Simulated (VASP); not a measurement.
**TePb: relaxation of the atoms with PBEsol**

TePb:

```
CELL_PARAMETERS angstrom
0.00000 3.26425 3.26425
3.26425 0.00000 3.26425
3.26425 3.26425 0.00000
ATOMIC_POSITIONS crystal
Te 0.50000 0.50000 0.50000
Pb 0.00000 0.00000 0.00000
```

The cell isn't the ideal one: a relaxed cell with its volume scaled by 1.04.

```json
{"Program": "VASP 6.6.1", "Task": "relaxation of the atoms", "Functional": "PBEsol", "Potentials or basis": "VASP PAW PBE potentials, release 64 (Te, Pb_d)", "Cutoff": "600 eV", "k mesh": "8 × 8 × 8", "Occupations": "gaussian, width 0.03 eV", "Spin": "no spin polarisation", "Further INCAR settings": "ALGO = Normal; EDIFF = 1e-07; IBRION = 2; EDIFFG = -0.01; NSW = 40"}
```

```yaml
Pressure_after_relaxing: -1.6 GPa
Band_gap_on_the_k_mesh: 0.73 eV, direct
```

Final structure:
```yaml
crystal:
  lattice:
    - [0.00000, 3.26425, 3.26425]
    - [3.26425, 0.00000, 3.26425]
    - [3.26425, 3.26425, 0.00000]
  atoms:
    - { symbol: Te, position: [0.50000, 0.50000, 0.50000] }
    - { symbol: Pb, position: [0.00000, 0.00000, 0.00000] }
```

Levels at points of the mesh, in eV from the valence-band top:
| k point | band 8 | band 9 | band 10 | band 11 | band 12 | band 13 |
| --- | --- | --- | --- | --- | --- | --- |
| (0.00, 0.00, 0.00) | -1.21 | -1.21 | -1.21 | 4.03 | 4.03 | 4.03 |
| (0.50, 0.00, 0.00) | -0.77 | -0.77 | 0.00 | 0.73 | 1.33 | 1.33 |
| (0.50, 0.50, 0.00) | -4.28 | -2.62 | -2.62 | 3.35 | 5.36 | 5.36 |

Run time: 16 s on 1 thread of Intel(R) Xeon(R) 6975P-C (Granite Rapids), with other jobs on the host, peak memory 0.25 GiB.

Caveat: the relaxation stopped at its first step, so nothing moved; the PAW data sets were made with another functional, which shifts forces and pressure a little; spin-orbit coupling is left out, which as a rule narrows the gap of such compounds by several tenths of an eV. A k mesh can miss the band edges.
